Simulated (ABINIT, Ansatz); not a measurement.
Si: equilibrium volume by level of theory

```xyz
1
Lattice="2.6205 0.0000 0.0000 -1.3103 2.2695 0.0000 0.0000 0.0000 2.4664" Properties=species:S:1:pos:R:3 pbc="T T T"
Si    0.0000    0.0000    0.0000
```

This isn't the form of Si at room conditions, which is diamond.

| rung | level | program and potentials | cutoff (eV) | k mesh | smearing | core time | chip | equilibrium volume (Å³/atom) | notes |
| --- | --- | --- | --- | --- | --- | --- | --- | --- | --- |
| GGA | PBEsol | Ansatz, Ansatz PAW | 420 | 12 × 12 × 11 | gaussian 0.05 | 3.5 s | Arm Neoverse V2 | 14.71 | potentials made for PBE, which Ansatz adapts in part |
| GGA + dispersion | PBEsol+D3(BJ) | Ansatz, Ansatz PAW | 420 | 12 × 12 × 11 | fermi-dirac 0.05 | 4.2 s | Arm Neoverse V2 | 14.22 | potentials made for PBE, which Ansatz adapts in part |
| GGA + dispersion | PBEsol+D4 | Ansatz, Ansatz PAW | 420 | 12 × 12 × 11 | fermi-dirac 0.05 | 5.3 s | Arm Neoverse V2 | 14.40 | potentials made for PBE, which Ansatz adapts in part |
| LDA | LDA | ABINIT, PseudoDojo NC SR LDA v0.4.1 standard | 435 | 9 × 9 × 8 | fermi-dirac 0.05 | 9.7 s | Arm Neoverse V2 | 14.43 | - |
| GGA | PBEsol | ABINIT, PseudoDojo NC SR PBEsol v0.4.1 standard | 490 | 9 × 9 × 8 | fermi-dirac 0.05 | 13 s | Arm Neoverse V2 | 14.65 | - |
| GGA | PBEsol | Ansatz, all-electron LAPW, scalar-relativistic | - | 12 × 12 × 11 | gaussian 0.05 | 14 s | Intel Xeon | 14.72 | - |
| hybrid | HSE03 | Ansatz, Ansatz PAW | 420 | 6 × 6 × 6 | fermi-dirac 0.05 | 15 s | AMD EPYC 7R13 Zen 3 | 15.02 | coarse mesh; potentials made for PBE, which Ansatz adapts in part |
| hybrid | PBE0 | Ansatz, Ansatz PAW | 420 | 6 × 6 × 6 | fermi-dirac 0.05 | 21 s | AMD EPYC 7R13 Zen 3 | 14.93 | coarse mesh; potentials made for PBE, which Ansatz adapts in part |
| hybrid | PBEsol0 | Ansatz, Ansatz PAW | 420 | 6 × 6 × 6 | fermi-dirac 0.05 | 21 s | AMD EPYC 7R13 Zen 3 | 14.76 | coarse mesh; potentials made for PBE, which Ansatz adapts in part |
| hybrid | HSEsol | Ansatz, Ansatz PAW | 420 | 6 × 6 × 6 | fermi-dirac 0.05 | 23 s | AMD EPYC 7R13 Zen 3 | 14.79 | coarse mesh; potentials made for PBE, which Ansatz adapts in part |
| hybrid | HSE06 | Ansatz, Ansatz PAW | 420 | 6 × 6 × 6 | fermi-dirac 0.05 | 38 s | AMD EPYC 7R13 Zen 3 | 14.99 | coarse mesh; potentials made for PBE, which Ansatz adapts in part |
| hybrid | B3LYP | Ansatz, Ansatz PAW | 420 | 6 × 6 × 6 | fermi-dirac 0.05 | 57 s | AMD EPYC 7R13 Zen 3 | 16.14 | coarse mesh; potentials made for PBE, which Ansatz adapts in part |

Times are single runs on shared hosts and different chips, so they are rough; meshes, cutoffs and the tasks' sizes weigh on the time. Task: relaxation of cell and atoms. All rows: no spin polarisation. Smearing widths are in eV. For a metal such meshes aren't converged. Meshes differ between rows, which moves values too. Meshes are those of the run's cell of 1 atom unless a note names another. Relaxations start from the cell shown or near it and stop with a little pressure left. Runs on faulty files, with rough fits or with known faults for this quantity aren't shown. PBE isn't shown for this crystal. No row holds spin-orbit coupling.

By rung: LDA 14.43; GGA 14.65 to 14.72; GGA + dispersion 14.22 to 14.40; hybrid on coarse meshes 14.76 to 16.14 (Å³/atom).
